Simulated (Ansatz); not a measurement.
# MoP: the cost of one run

Program: Ansatz 0.2.0. Level of theory: DFT PBE, scalar-relativistic, plane waves, PAW. These are calculated values, not measurements.

2 further runs of the same task are left out: 1 that didn't finish, 1 set aside as unsound or not needed.

## 1. The structure to begin with

It takes space group P-6m2 (No. 187, hexagonal). The conventional cell has a = 3.223 Å, b = 3.223 Å, c = 3.191 Å, α = 90.00°, β = 90.00°, γ = 120.00°. Mo (site symmetry -6m2) is surrounded by 6 P at 2.45 Å. Around P (site symmetry -6m2) lie 6 Mo at 2.45 Å.

Structure file:

```cif
data_structure
_symmetry_space_group_name_H-M 'P-6m2'
_symmetry_Int_Tables_number 187
_cell_length_a 3.2230
_cell_length_b 3.2230
_cell_length_c 3.1910
_cell_angle_alpha 90.000
_cell_angle_beta 90.000
_cell_angle_gamma 120.000
_cell_volume 28.71
loop_
_atom_site_label
_atom_site_type_symbol
_atom_site_symmetry_multiplicity
_atom_site_Wyckoff_symbol
_atom_site_fract_x
_atom_site_fract_y
_atom_site_fract_z
_atom_site_occupancy
Mo1 Mo 1 a 0.00000 0.00000 0.00000 1
P1 P 1 d 0.33333 0.66667 0.50000 1
```

The structure comes from the Crystallography Open Database.

## 2. A distortion that keeps the symmetry

The change: strain xx, yy, zz, yz, xz, xy = -4.3, -4.3, +4.7, +0.0, +0.0, +0.0 %.

Contents of input.yaml:

```yaml
crystal:
  lattice:
    - [3.0838953712, 0.0, 0.0]
    - [-1.5419476856, 2.670731734, 0.0]
    - [0.0, 0.0, 3.34046644]
  atoms:
    - { symbol: Mo, position: [0.0, 0.0, 0.0] }
    - { symbol: P, position: [0.3333333333, 0.6666666667, 0.5] }
basis:
  ecutwfc: 420
kpoints:
  mp_grid: { grid: [15, 15, 14] }
hamiltonian:
  xc: pbe
scf:
  occupations: { method: gaussian, width: 0.1 }
output:
  forces: true
  stress: true
  eigenvalues: true
```

The run is started by

```bash
$ ansatz run input.yaml --threads 1 --pin off --max-ram 1331MiB --backend cpu --events-out ev --progress --plain --runs-dir out
```

**Question.** How long does this run take on 1 thread of an Arm CPU, shared host, and how much memory does it need?

About 8.3 s, with a peak of 0.37 GiB.
